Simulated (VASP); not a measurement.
# TiAl3: single point with PBE

Crystal: TiAl3.

```xyz
4
Lattice="3.9557 0.0000 0.0000 0.0000 3.9557 0.0000 0.0000 0.0000 3.9557" Properties=species:S:1:pos:R:3 pbc="T T T"
Ti    0.0000    0.0000    0.0000
Al    0.0000    1.9778    1.9778
Al    1.9778    0.0000    1.9778
Al    1.9778    1.9778    0.0000
```

The cell comes from a database or a generator and needn't be the stable form of this composition.

| Quantity | Value |
| --- | --- |
| Program | VASP 6.6.1 |
| Task | single point |
| Functional | PBE |
| Potentials or basis | VASP PAW PBE potentials, release 64 (Ti_sv, Al) |
| Cutoff | 520 eV |
| k mesh | 7 × 7 × 7 |
| Occupations | fermi-dirac, width 0.05 eV |
| Spin | no spin polarisation |
| Further INCAR settings | ALGO = Normal; EDIFF = 1e-07; NBANDS = 18 |

```yaml
Pressure: 2.0 GPa
Band_gap_on_the_k_mesh: none (metal or under the smearing width)
```

Levels at points of the mesh, in eV from the Fermi level:
| k point | band 7 | band 8 | band 9 | band 10 | band 11 | band 12 | band 13 | band 14 |
| --- | --- | --- | --- | --- | --- | --- | --- | --- |
| (0.00, 0.00, 0.00) | -3.17 | -2.25 | -2.25 | -2.25 | 0.08 | 0.08 | 0.08 | 0.65 |

Wall time 27 s on 1 thread of Intel(R) Xeon(R) Platinum 8375C CPU @ 2.90GHz (Ice Lake), on a shared host, peak memory 0.17 GiB.
